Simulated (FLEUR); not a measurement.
Runs of FLEUR MaX-R8.1 (later development tree) on CdSe (Cadmoselite). Symmetry: P6_3mc, No. 186, hexagonal system. The conventional cell has a = 4.300 Å, b = 4.300 Å, c = 7.020 Å, α = 90.00°, β = 90.00°, γ = 120.00°. Cd (site symmetry 3m) has 4 Se at 2.61 to 2.70 Å as nearest neighbours. Se (site symmetry 3m) is surrounded by 4 Cd at 2.61 to 2.70 Å. 

```tsv
task	level	k mesh	gmax	muffin-tin radii	lmax	max iterations	mixing factor	kmax	mesh quality	gap on the mesh (eV)	V0 of scaled cells (Å³/atom)	B0 (GPa)
band structure	Xalpha	7 × 7 × 4	14.5 1/bohr	Cd 2.47, Se 2.1 bohr	Cd 10, Se 8	60	0.05	4.67 1/bohr	not flagged	0.31	-	-
band structure	Wigner	7 × 7 × 4	14.5 1/bohr	Cd 2.47, Se 2.1 bohr	Cd 10, Se 8	60	0.05	4.67 1/bohr	not flagged	0.36	-	-
equation of state	WC	7 × 7 × 4	12.6 1/bohr	Cd 2.4, Se 2.04 bohr	Cd 10, Se 8	-	-	4.07 1/bohr	not flagged	-	28.21	(c)
equation of state	BH	7 × 7 × 4	12.6 1/bohr	Cd 2.4, Se 2.04 bohr	Cd 10, Se 8	-	-	4.07 1/bohr	not flagged	-	26.95	60
single point	PBE	3 × 3 × 2	14.5 1/bohr	Cd 2.47, Se 2.1 bohr	Cd 10, Se 8	60	0.05	4.67 1/bohr	coarse	0.68	-	-
band structure	PBE	7 × 7 × 4	14.5 1/bohr	Cd 2.47, Se 2.1 bohr	Cd 10, Se 8	60	0.05	4.67 1/bohr	not flagged	0.70	-	-
band structure	RPBE	7 × 7 × 4	12.3 1/bohr	Cd 2.47, Se 2.1 bohr	Cd 10, Se 8	60	0.05	3.95 1/bohr	not flagged	(a)	-	-
band structure	PBE	7 × 7 × 4	20 1/bohr	Cd 2.47, Se 2.1 bohr	Cd 7, Se 6	60	0.05	4 1/bohr	not flagged	0.70	-	-
band structure	PBE	7 × 7 × 4	17.5 1/bohr	Cd 2.47, Se 2.1 bohr	Cd 9, Se 7	60	0.05	3.5 1/bohr	not flagged	0.70	-	-
band structure	revPBE	7 × 7 × 4	14.5 1/bohr	Cd 2.47, Se 2.1 bohr	Cd 10, Se 8	60	0.05	4.67 1/bohr	not flagged	0.83	-	-
band structure	MJW	7 × 7 × 4	12.3 1/bohr	Cd 2.47, Se 2.1 bohr	Cd 10, Se 8	60	0.05	3.95 1/bohr	not flagged	(b)	-	-
equation of state	PZ	7 × 7 × 4	12.6 1/bohr	Cd 2.4, Se 2.04 bohr	Cd 10, Se 8	-	-	4.07 1/bohr	not flagged	-	27.17	58
```

Alike in all rows: potentials or basis all-electron, FLAPW; no spin polarisation; cell as given; smearing fermi-dirac 0.05 eV.

Fill in the values left out.

(a) 1.10; (b) 0.42; (c) 52.

Caveats: some runs use coarse meshes; the plane-wave cutoff is short for the semicore states, which can make moduli rough (some runs); the cell was scaled at fixed shape and fractional positions, which overstates the stiffness of a crystal with free parameters, most of all of layers and chains (some runs); an odd mesh through Γ misses points on the zone boundary, where band edges often lie (some runs).

A k mesh can miss the band edges, and the runs leave out spin-orbit coupling on Cd, Se.

Not every run made on this cell is shown here.
